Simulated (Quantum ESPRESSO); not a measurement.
Here is a Quantum ESPRESSO 7.5 calculation.

run.py

```python
import numpy as np
from ase.calculators.espresso import Espresso, EspressoProfile
from ase.io import read

atoms = read('POSCAR')

input_data = {
    'control': {'calculation': 'scf', 'prefix': 'pwscf', 'outdir': './tmp', 'tprnfor': True, 'tstress': True, 'disk_io': 'low'},
    'system': {'ecutwfc': 45.0, 'ecutrho': 360.0, 'nbnd': 12, 'occupations': 'smearing', 'smearing': 'fd', 'degauss': 0.00367493, 'vdw_corr': 'grimme-d3', 'dftd3_version': 4},
    'electrons': {'conv_thr': 2e-10, 'electron_maxstep': 120, 'mixing_beta': 0.5},
}
pseudopotentials = {'Nb': 'nb_pbesol_v1.uspp.F.UPF'}
profile = EspressoProfile(command='mpirun -n 2 pw.x -nk 2', pseudo_dir='pseudo')
dft = Espresso(profile=profile, input_data=input_data, pseudopotentials=pseudopotentials, kpts=(11, 11, 11), koffset=(0, 0, 0))
atoms.calc = dft

from ase.optimize import FIRE
from ase.filters import FrechetCellFilter
done = FIRE(FrechetCellFilter(atoms), trajectory='opt.traj').run(fmax=0.02, steps=30)
print('converged', done)
print('cell (A)', np.round(atoms.cell.cellpar(), 5))
print(f'energy {atoms.get_potential_energy():.8f} eV')
print('forces (eV/A)')
print(np.round(atoms.get_forces(), 6))
print('stress (eV/A^3, Voigt)')
print(np.round(atoms.get_stress(), 8))
print(f'Fermi level {dft.get_fermi_level():.4f} eV')
```

POSCAR

```
Nb
1.0
   -1.6639500000      1.6639500000      1.6639500000
    1.6639500000     -1.6639500000      1.6639500000
    1.6639500000      1.6639500000     -1.6639500000
Nb
1
Direct
    0.0000000000      0.0000000000      0.0000000000
```

Potentials or basis: GBRV 1.5 PBEsol.

Command:

```sh
$ OMP_NUM_THREADS=1 python run.py
```

Task: Predict the relaxed volume.

Result: 16.99 Å³/atom.

Task: Predict the relaxed cell.

Result: a = 2.805 Å, b = 2.805 Å, c = 2.805 Å, α = 109.47°, β = 109.47°, γ = 109.47°.

Task: Estimate the band gap on the k mesh.

Result: None (metal or under the smearing width).

Task: Predict the space group after relaxing (to 0.05 Å).

Result: Im-3m (No. 229).

Final structure:
```yaml
crystal:
  lattice:
    - [-1.61964, 1.61964, 1.61964]
    - [1.61964, -1.61964, 1.61964]
    - [1.61964, 1.61964, -1.61964]
  atoms:
    - { symbol: Nb, position: [0.00000, 0.00000, 0.00000] }
```

Caveat: pairwise dispersion overbinds metals, which lowers pressure and volume.
